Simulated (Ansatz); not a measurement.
AlNi3:

```
Ni Al
1.0
     3.52305    0.00000    0.00000
     0.00000    3.52305    0.00000
     0.00000    0.00000    3.52305
Ni Al
3 1
Direct
  0.50000 0.50000 0.00000
  0.50000 0.00000 0.50000
  0.00000 0.50000 0.50000
  0.00000 0.00000 0.00000
```

The cell is a database's computed one.

| Property | Result |
| --- | --- |
| Program | Ansatz 0.2.0 |
| Task | relaxation of cell and atoms |
| Functional | RPBE |
| Potentials or basis | Ansatz PAW |
| Cutoff | 420 eV (not typed: the program's choice for these potentials) |
| k mesh | 8 × 8 × 8 |
| Occupations | fermi-dirac, width 0.05 eV |
| Spin | collinear spin, ferromagnetic start |
| Starting moments | [1.0, 1.0, 1.0, 0.0] μB |

At the start: volume 10.93 Å³/atom.

Task: How do energy, volume and symmetry change on relaxing?

Result: It ends after 5 steps and the volume is 11.65 Å³/atom (+6.5 %); space group Pm-3m (No. 221, to 0.05 Å); moment 0.76 μB per cell.

Step by step:
| step | energy change (eV) | largest force (eV/Å) | volume (Å³) |
| --- | --- | --- | --- |
| 1 | 0.0000 | 0.0000 | 43.73 |
| 2 | -0.0777 | 0.0000 | 45.13 |
| 3 | -0.1024 | 0.0000 | 46.44 |
| 4 | -0.1026 | 0.0000 | 46.59 |
| 5 | -0.1038 | 0.0000 | 46.59 |

Final structure:
```yaml
crystal:
  lattice:
    - [3.59827, 0.00000, 0.00000]
    - [0.00000, 3.59827, 0.00000]
    - [0.00000, 0.00000, 3.59827]
  atoms:
    - { symbol: Ni, position: [0.50000, 0.50000, 0.00000] }
    - { symbol: Ni, position: [0.50000, 0.00000, 0.50000] }
    - { symbol: Ni, position: [0.00000, 0.50000, 0.50000] }
    - { symbol: Al, position: [0.00000, 0.00000, 0.00000] }
```

Caveat: the plane-wave basis is chosen anew once the cell has moved, so the energies of steps on either side of that aren't comparable; the PAW data sets come from PBE, with cores solved anew for the run's functional, which leaves a small shift of forces and pressure.
